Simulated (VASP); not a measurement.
The system is LiF (Griceite).

```
F Li
1.0
     0.00000    2.01400    2.01400
     2.01400    0.00000    2.01400
     2.01400    2.01400    0.00000
F Li
1 1
Direct
  0.50000 0.50000 0.50000
  0.00000 0.00000 0.00000
```

Base run:

```yaml
Program: VASP 6.6.1
Functional: r2SCAN
Potentials_or_basis: VASP PAW PBE potentials, release 64 (F, Li_sv)
Cutoff: 520 eV
k_mesh: 12 × 12 × 12
Occupations: gaussian, width 0.02 eV
Spin: no spin polarisation
```

Its results: band gap on the k mesh 10.27 eV, direct.

**Question.** The run is repeated on the same cell with these changes: functional from r2SCAN to PBEsol. What comes out?

**Answer.** Band gap on the k mesh 8.92 eV, direct.

r2SCAN gives the wider gap, since meta-GGAs in the generalised Kohn-Sham scheme recover part of the derivative discontinuity.
